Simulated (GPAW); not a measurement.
Pd:

```
Pd
1.0
     0.00000    1.94650    1.94650
     1.94650    0.00000    1.94650
     1.94650    1.94650    0.00000
Pd
1
Direct
  0.00000 0.00000 0.00000
```

Base run:

```yaml
Program: GPAW 26.7.0
Functional: PBE
Potentials_or_basis: GPAW PAW data sets (gpaw-data 1.2.1), other valence
Cutoff: 600 eV
Basis: pw
k_mesh: 9 × 9 × 9
Occupations: fermi-dirac, width 0.05 eV
Spin: no spin polarisation
```

Its results: pressure 6.2 GPa.

The run is repeated on the same cell with these changes: potentials or basis from GPAW PAW data sets (gpaw-data 1.2.1), other valence to GPAW PAW data sets (gpaw-data 1.2.1); k mesh from 9 × 9 × 9 to 12 × 12 × 12; valence electrons from 10 to 16. What comes out?

Pressure 6.9 GPa.
